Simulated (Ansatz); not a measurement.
Runs of Ansatz 0.2.0 on ZrB2. Symmetry: P6/mmm, No. 191, hexagonal system. Conventional cell: a = 3.170 Å, b = 3.170 Å, c = 3.533 Å, α = 90.00°, β = 90.00°, γ = 120.00°. Around Zr (site symmetry 6/mmm) lie 12 B at 2.54 Å. Around B (site symmetry -6m2) lie 3 B at 1.83 Å. 

```tsv
task	level	spin	cell	k mesh	points for each segment of the path	gap on the mesh (eV)	pressure (GPa)	relaxed volume (Å³/atom)
relaxation of cell and atoms	PBEsol+D3(BJ)	off	relaxed	10 × 10 × 8	-	none	0.0	(b)
band structure	LDA	SOC, no magnetisation	as given	7 × 7 × 6	14	none	-8.8	-
relaxation of cell and atoms	PBEsol+D4	off	relaxed	10 × 10 × 8	-	none	0.0	9.94
relaxation of cell and atoms	PBEsol	off	relaxed	10 × 10 × 8	-	-	0.0	10.08
band structure	PBEsol	off	as given	10 × 10 × 8	14	none	-4.1	-
relaxation of cell and atoms	revPBE+D4	off	relaxed	10 × 10 × 8	-	none	0.0	(a)
relaxation of cell and atoms	revPBE+D3(BJ)	off	relaxed	10 × 10 × 8	-	none	0.0	9.90
```

Alike in all rows: potentials or basis Ansatz PAW; cutoff (eV) 420; smearing fermi-dirac 0.05 eV.

Q: Fill in the values left out.

A: (a) 9.92; (b) 9.84.

Caveats: the PAW data sets come from PBE, with cores solved anew for the run's functional, which leaves a small shift of forces and pressure; the plane-wave basis is chosen anew once the cell has moved, so the energies of steps on either side of that aren't comparable (some runs); pairwise dispersion overbinds metals, which lowers pressure and volume (some runs).

A k mesh can miss the band edges, and rows without SOC leave out spin-orbit coupling on Zr.

A gap of «none» marks a metal or a gap under the smearing width.

Runs at the PBE level aren't shown here.
